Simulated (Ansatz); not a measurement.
Crystal: Ni, bcc type, 1 atom in the cell.

The calculation used PBE, plane waves, PAW datasets (generated soft set 1) in Ansatz 0.2.0 development build.

Cutoff 420 eV; k-mesh 55×55×55 Γ-centred; Fermi–Dirac smearing of 0.0612 eV; no spin polarisation.

(1) What equilibrium volume, lattice constant and bulk modulus does this give?

Results:

(1) V₀ = 10.898 Å³/atom (a₀ = 2.793 Å), B₀ = 198 GPa, B₀′ = 4.91. The points behind the fit:

| V (Å³/atom) | a (Å) | E − E(min) (meV/atom) | P (GPa) |
| --- | --- | --- | --- |
| 10.464 | 2.7558 | 11.55 | 8.88 |
| 10.682 | 2.7748 | 2.74 | 4.16 |
| 10.900 | 2.7936 | 0.00 | -0.04 |
| 11.118 | 2.8121 | 2.64 | -3.77 |
| 11.336 | 2.8303 | 10.07 | -7.08 |
| 11.554 | 2.8484 | 21.75 | -10.03 |

The published all-electron PBE values for this crystal (mean of FLEUR and WIEN2k, k-spacing 0.06 Å⁻¹; Bosoni et al., Nat. Rev. Phys. 6, 45 (2024)) are V₀ = 10.895 Å³/atom, B₀ = 198.5 GPa, B₀′ = 4.90.

The stress includes the program's correction for the finite plane-wave basis.

This cubic structure is a model: it isn't the usual form of the substance at ambient conditions, and such phases are metastable or hypothetical. Spin polarisation is left out, and a magnetic state may lie lower.
